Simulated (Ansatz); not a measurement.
# CuO (P-1) in Ansatz: a series of runs, part 2 of 2

Ansatz 0.2.0. The steps go on from the part before.

## (4) Single point, r2SCAN0 form with a typed share of exact exchange

input.yaml

```yaml
crystal:
  lattice:
    - [2.8795009639, 0.0, 0.0]
    - [0.039072758, 2.8792794796, 0.0]
    - [0.0174953863, 0.0172449008, 5.1763391994]
  atoms:
    - { symbol: Cu, position: [0.0, 0.5, 0.0] }
    - { symbol: Cu, position: [0.5, 0.0, 0.5] }
    - { symbol: O, position: [0.99842397, 0.00167178, 0.7498871] }
    - { symbol: O, position: [0.00157603, 0.99832822, 0.2501129] }
hamiltonian:
  xc: { exchange: r2scan, correlation: r2scan, exx: { coeff: 0.35 } }
  pseudopotentials: { kind: paw }
kpoints:
  mp_grid: { grid: [5, 5, 3] }
scf:
  occupations: { method: fermi_dirac, width: 0.05 }
output:
  forces: true
  stress: true
  eigenvalues: true
```

Potentials or basis: Ansatz PAW.

The run is started by

```bash
$ ansatz run input.yaml --threads 2 --pin off --max-ram 5632MiB --backend cpu --events-out ev --progress --plain --runs-dir out
```

Log:

```text
Warning: output.stress: scf.convergence.dr2_threshold = 1e-7 eV (the SCF's general default) is looser than the 4e-10 eV advised for a printed stress (1e-10 eV for each atom of the cell: 4). What an SCF threshold leaves in a stress goes as its square root, and in the free energy as the threshold itself, and one threshold admits the most on a small cell: of the crystals measured, under no hybrid functional and no lock of the moments, on runs that ended without the residual-converged pass, on stresses that held no estimate of that error, the worst erred by over 100 MPa in a component at 1e-7 eV an atom and by under 5 at 1e-10. Set scf.convergence.dr2_threshold to 4e-10 eV or tighter. The threshold is an SCF's pass mark: one that does not reach it within its budget of iterations ends unconverged, or closes short of it on a stop that the run arms, and scf.convergence.dr2_threshold's page says what that costs each kind of run
Warning: output.stress: scf.exx.energy_threshold = 1e-6 eV is looser than the 4e-8 eV advised for a stress under a hybrid functional (1e-8 eV for each atom of the cell: 4). Every SCF of the exchange loop can meet its threshold on dr2 while the loop round them stops early: no threshold on dr2 bounds what that leaves in the stress. Set scf.exx.energy_threshold to 4e-8 eV or tighter. The threshold is the loop's pass mark: a loop that does not reach it within its budget of cycles ends unconverged, and scf.exx.energy_threshold's page has the law
Warning: RAYON_NUM_THREADS=2 ignored (pool sized by the plan → 2); use --threads N
Engine: ansatz 0.2.0, aarch64-unknown-linux-gnu
Pseudopotentials: kind: paw
Pseudopotential: Cu, paw, valence charge 19, recommended cutoff 500 eV (meta_gga), Cu.paw.azcp
Pseudopotential: O, paw, valence charge 6, recommended cutoff 500 eV (meta_gga), O.paw.azcp
Functional definition: unnamed
  parameter a_1 = 0.35
  exchange = (1 - a_1)*r2scan_x + a_1*exact_x
  correlation = r2scan_c
Crystal: 4 atoms, lattice volume = 42.916 Å³
Basis set: ecut = 500 eV, 1087 PW (Γ), exchange–correlation on 96×96×160 points (64 copies of the dense FFT grid, shifted against one another)
Bands: 30, of which v1, the nominal top of the filled ones, is band 25 counted from 1 (24 counted from 0)
Symmetry: 2 space group operations
Space group: P-1 (ITA 2), of the structure as read, at distance tolerance 3.5e-5 Å
k-points: 38 of 75
Non-local potential: Cu, projectors of the file, l = 0: 3, l = 1: 2, l = 2: 3, l = 3: 1
Non-local potential: O, projectors of the file, l = 0: 2, l = 1: 2, l = 2: 1
PAW form: soft (Blöchl's): semilocal exchange-correlation on the pseudo side does not see the compensation charge
PAW frozen core: Cu, regenerated for the run's functional, and the local potential with it (the file was generated under x = pbe(κ = 0.804, μ = 0.2195149727645171), c = pbe(β = 0.06672455060314922))
PAW frozen core: O, regenerated for the run's functional, and the local potential with it (the file was generated under x = pbe(κ = 0.804, μ = 0.2195149727645171), c = pbe(β = 0.06672455060314922))
PAW one-centre angular grid: Cu, 590 points (default); XC on 160 Gauss nodes
PAW one-centre angular grid: O, 302 points (default); XC on 160 Gauss nodes
Initial density: superposition of atomic densities (neutral atoms: chi_scale 0, normalization atom), corrected by the library's trained network
Initial wavefunctions: pseudopotential atomic-orbital guess
Functional: x = r2scan, c = r2scan; τ floored in thin density (d = 2e-4 eV/Å³), warm-up for x = 0.65 r2scan + 0.35 exact, c = r2scan; τ floored in thin density (d = 2e-4 eV/Å³)
SCF iter   1: F=—  HF=-14397.298469 eV  |F-HF|=—  |Δ(HF+E_count)|=         —  Δρ=2.46e-2  dr2=1.35e-1  dr2_τ=7.90e-2  ethr=1.77e-3  ⟨swp⟩=9.8  Hψ=5105  notcnv=0
preconditioner: auto → none  [insulator: Δε(μ)=0.238 eV  Ē_g=12.103 eV  σ=0.050 eV  W_gap=0.79  n_scr=16 (ndim 8)  ℏωp=33.1 eV  f_vac=0.039  D(μ)=1.69/eV (n_scr^D=16)]
SCF iter   2: F=—  HF=-14397.351127 eV  |F-HF|=—  |Δ(HF+E_count)|=   5.27e-2  Δρ=2.44e-2  dr2=1.76e-1  dr2_τ=3.42e-3  ethr=2.71e-4  ⟨swp⟩=4.7  Hψ=3680  notcnv=0  defer=6
iter 3 solved again at ethr=1.55e-5 eV; its pass at ethr=2.71e-4 eV (dr2=7.75e-3 eV) is discarded
SCF iter   3: F=—  HF=-14397.308054 eV  |F-HF|=—  |Δ(HF+E_count)|=   4.31e-2  Δρ=6.45e-3  dr2=7.74e-3  dr2_τ=1.08e-3  ethr=1.55e-5  ⟨swp⟩=2.3  Hψ=4942  notcnv=0
SCF iter   4: F=—  HF=-14397.308984 eV  |F-HF|=—  |Δ(HF+E_count)|=   9.29e-4  Δρ=6.28e-3  dr2=1.37e-2  dr2_τ=1.34e-4  ethr=1.55e-5  ⟨swp⟩=2.2  Hψ=2155  notcnv=0  defer=5
SCF iter   5: F=—  HF=-14397.311091 eV  |F-HF|=—  |Δ(HF+E_count)|=   2.11e-3  Δρ=1.09e-2  dr2=4.40e-2  dr2_τ=1.99e-4  ethr=1.55e-5  ⟨swp⟩=3.3  Hψ=2645  notcnv=0  defer=12  recentre
SCF iter   6: F=—  HF=-14397.308150 eV  |F-HF|=—  |Δ(HF+E_count)|=   2.94e-3  Δρ=1.89e-4  dr2=1.07e-5  dr2_τ=8.91e-7  ethr=1.55e-5  ⟨swp⟩=3.2  Hψ=2273  notcnv=0  defer=4
[... 95 lines left out ...]
preconditioner: auto → none  [insulator: Δε(μ)=0.435 eV  Ē_g=16.039 eV  σ=0.050 eV  W_gap=0.50  n_scr=16 (ndim 8)  ℏωp=33.1 eV  f_vac=0.068  D(μ)=0.27/eV (n_scr^D=0)]
SCF iter   2: F=—  HF=-14388.688958 eV  |F-HF|=—  |Δ(HF+E_count)|=   1.48e-8  Δρ=1.76e-5  dr2=1.56e-7  dr2_τ=3.93e-10  ethr=7.79e-11  ⟨swp⟩=4.3  Hψ=3270  notcnv=0  defer=5
SCF iter   3: F=—  HF=-14388.688958 eV  |F-HF|=—  |Δ(HF+E_count)|=   1.41e-8  Δρ=1.39e-6  dr2=7.98e-10  dr2_τ=3.10e-11  ethr=7.79e-11  ⟨swp⟩=3.3  Hψ=2482  notcnv=0  defer=6
SCF iter   4: F=-14388.688958 eV  HF=-14388.688958 eV  |F-HF|=5.11e-10  |Δ(HF+E_count)|=  4.69e-10  Δρ=1.26e-6  dr2=4.83e-10  dr2_τ=1.69e-11  ethr=2.02e-12 (applied; sched 1.00e-12)  ⟨swp⟩=4.0  Hψ=2923  notcnv=0
SCF 7 converged in 4 iterations: F = -14388.688958 eV  dr2 = 4.83e-10
  Residual-converged pass: ⟨swp⟩=3.0  Hψ=2658  notcnv=0  max |occ|·‖R‖ = 2.7e-7 eV (tolerance 2.7e-7 eV)  dr2=4.82e-10  dr2_τ=1.69e-11  dr2_onsite=1.47e-10  max |Δocc| = 1.1e-14
hybrid outer 6: dexx = +4.057e-9 eV, tail = 2.05e-9 eV, Δε = 2.63e-4 eV (about 6.95e-5 eV left of the loop's levels), ΔF = 6.27e-4 eV/Å (tail 2.31e-4)
hybrid SCF converged: 6 outer / 57 inner (+13 warm-up), last move |dexx| = 4.06e-9 eV, tail = 2.05e-9 eV
Stability not checked: this state was not tested for a lower state beside it, because the functional holds exact exchange (a hybrid, or Hartree-Fock), whose exchange loop this test does not read (fock_operator; see scf.lower_state_search)
Free energy (F): -14388.688958 eV
Frozen-core exchange: fock
Harris-Foulkes:  -14388.688958 eV  (|F-HF|=5.11e-10)
Internal energy: -14388.687082 eV  (E = F + TS)
E sigma→0 (E₀):  -14388.688020 eV
Entropy (-TS):   -0.001876 eV (-0.469 meV/atom)
Fermi energy:    10.868367 eV
--- Per-component energies (eV) ---
  E_band       = -1176.765673
  E_kinetic    = 946.180409
  E_local      = -10085.000822  (includes V_loc(G=0)·N_el)
  E_nonlocal   = 901.177457
  E_hartree    = 4394.604813
  E_xc         = -212.469488
  E_vxc        = -302.801698  (∫ρ·V_xc dr)
  E_exx        = -387.197186  (= α·E_x^exact, valence–valence)
  E_paw        = -3389.194296  (= ΣΔE_a)
  E_vpaw       = -667.738450  (= ΣTr[D̂ρ^β])
  E_aug_tail   = 0.002307  (compensation charges beyond the density's cutoff)
  E_vtau       = 16.598075  (kinetic-family band-sum trace: ∫τ·v_τ [+ j·A + Jᵃ·Aᵃ] dr)
  E_ewald      = -6555.698196
  E_core_change = -1.092081  (= ΣΔE_core)
  E_smearing   = -0.001876  (= −TS)
  E_closure    = 0.000000  (closes the sum)
  Σ components = -14388.688958   (vs F -14388.688958, Δ=0.00e0)
--- Forces (eV/Å), atoms counted from 1 ---
  atom   1  Cu     0.00000000     0.00000000     0.00000000
  atom   2  Cu     0.00000000     0.00000000     0.00000000
  atom   3  O      0.00517388    -0.00646883    -0.02435135
  atom   4  O     -0.00517388     0.00646883     0.02435135
  max |Σ_I F_I| component: 0.00e0 eV/Å
--- Stress (GPa, compression-positive) ---
       -3.407120      -0.039132      -0.027749
       -0.039139      -2.312217      -0.014445
       -0.027752      -0.014448      -6.536473
  P = ⅓ Tr σ = -4.0853 GPa (-40.853 kbar)
--- Band table (eV; the first three rows and the last of 38) ---
  k-point 0: bands = ["-113.5352", "-113.4495", "-67.8918", "-67.8735", "-67.8039", "-67.7850", "-67.5500", "-67.4771", "-13.8035", "-12.4208", "-0.1520", "2.8729", "2.9014", "3.9028", "4.3192", "4.4433", "5.1220", "5.2302", "5.3066", "5.3640", "5.5003", "5.5136", "5.7582", "6.4452", "12.0894", "12.1410", "13.9191", "18.9197", "20.7300", "26.7480"]
  k-point 1: bands = ["-113.5352", "-113.4495", "-67.8915", "-67.8735", "-67.8036", "-67.7855", "-67.5500", "-67.4770", "-13.5013", "-12.8173", "0.9225", "3.0092", "3.0355", "3.1286", "4.3199", "4.3459", "4.3751", "4.3992", "5.1340", "5.2202", "5.6061", "5.7198", "6.6452", "6.6731", "11.5765", "11.6113", "15.1667", "17.2030", "23.2206", "26.7835"]
  k-point 2: bands = ["-113.5349", "-113.4491", "-67.8913", "-67.8729", "-67.8104", "-67.7829", "-67.5552", "-67.4767", "-13.5773", "-12.3492", "0.2393", "2.6277", "3.0375", "3.1047", "4.2108", "4.5306", "4.6113", "5.0264", "5.0402", "5.2911", "5.3055", "5.8499", "6.2975", "6.4783", "11.2522", "12.0372", "15.2219", "19.3798", "20.4131", "24.7034"]
  k-point 37: bands = ["-113.5339", "-113.4483", "-67.9074", "-67.8676", "-67.8085", "-67.7813", "-67.5543", "-67.4904", "-12.8064", "-12.3718", "1.6885", "1.7195", "2.4159", "2.7393", "3.6059", "4.1546", "4.7407", "4.9072", "4.9249", "5.3479", "5.5632", "5.8575", "6.0885", "6.6211", "9.5039", "11.4443", "17.1181", "18.3156", "22.6707", "23.9989"]
```

Wall time 2 min (2 threads of Arm Neoverse V1, shared host); peak memory 1.5 GiB.

Results:

```yaml
Free_energy: -14388.6890 eV
Pressure: -4.1 GPa
Largest_force: 0.026 eV/Å
Band_gap_on_the_k_mesh: none (metal or under the smearing width)
```

Forces on the atoms (eV/Å):
```
Cu   0.000  0.000  0.000
Cu   0.000  0.000  0.000
O    0.005 -0.006 -0.024
O   -0.005  0.006  0.024
```

Stress tensor (GPa, compression positive):
```
-3.41 -0.04 -0.03
-0.04 -2.31 -0.01
-0.03 -0.01 -6.54
```

Caveat: the k mesh is coarse (spacing up to 0.44 Å⁻¹), so the values aren't converged, least of all with exact exchange; the run has no spin polarisation, though such a crystal can be magnetic; the PAW data sets come from PBE, with cores solved anew for the run's functional, which leaves a small shift of forces and pressure; the thresholds are loose for stress.

## (5) Single point, r2SCAN0 form with a typed share of exact exchange

Changes to input.yaml since step 4:

```diff
@@ -11,3 +11,3 @@
 hamiltonian:
-  xc: { exchange: r2scan, correlation: r2scan, exx: { coeff: 0.35 } }
+  xc: { exchange: r2scan, correlation: r2scan, exx: { coeff: 0.5 } }
   pseudopotentials: { kind: paw }
```

The run is started by

```bash
$ ansatz run input.yaml --threads 2 --pin off --max-ram 5632MiB --backend cpu --events-out ev --progress --plain --runs-dir out
```

Run time: 2.1 min. Hardware: 2 threads of Arm Neoverse V1, shared host; peak memory 1.5 GiB.

The run converged. Its results:

* Free energy: -14385.1825 eV
* Pressure: -5.4 GPa
* Largest force: 0.055 eV/Å
* Band gap on the k mesh: none (metal or under the smearing width)

Forces in eV/Å, atoms in the order of the input:
```
Cu   0.000  0.000  0.000
Cu   0.000  0.000  0.000
O    0.005 -0.006 -0.054
O   -0.005  0.006  0.054
```

Stress tensor (GPa, compression positive):
```
-4.69 -0.02 -0.03
-0.02 -3.10 -0.02
-0.03 -0.02 -8.29
```

Levels at points of the mesh, in eV from the Fermi level:
| k point | band 23 | band 24 | band 25 | band 26 | band 27 | band 28 |
| --- | --- | --- | --- | --- | --- | --- |
| (0.00, 0.00, 0.00) | -5.99 | -4.98 | 1.57 | 1.62 | 3.70 | 8.75 |

Caveat: the k mesh is coarse (spacing up to 0.44 Å⁻¹), so the values aren't converged, least of all with exact exchange; the pressure holds a Pulay correction of +0.4 GPa for the finite cutoff; the run has no spin polarisation, though such a crystal can be magnetic; the PAW data sets come from PBE, with cores solved anew for the run's functional, which leaves a small shift of forces and pressure; the thresholds are loose for stress.

## (6) Overview

| level | share of exact exchange | gap on the mesh (eV) | pressure (GPa) | largest force (eV/Å) |
| --- | --- | --- | --- | --- |
| r2SCAN0 form with a typed share of exact exchange | 0.15 | none | -2.4 | 0.05 |
| r2SCAN0 | 0.25 | none | -3.2 | 0.03 |
| r2SCAN0 form with a typed share of exact exchange | 0.35 | none | -4.1 | 0.03 |
| r2SCAN0 form with a typed share of exact exchange | 0.5 | none | -5.4 | 0.05 |

Alike in all rows: task single point; potentials or basis Ansatz PAW; no spin polarisation; cell as given; k mesh 5 × 5 × 3; cutoff (eV) 500; smearing fermi-dirac 0.05 eV; the mesh is coarse, so values aren't converged.

Caveats: all runs use coarse meshes; the run has no spin polarisation, though such a crystal can be magnetic; the PAW data sets come from PBE, with cores solved anew for the run's functional, which leaves a small shift of forces and pressure; the thresholds are loose for stress.

Absolute energies hang on the potentials; compare differences alone.
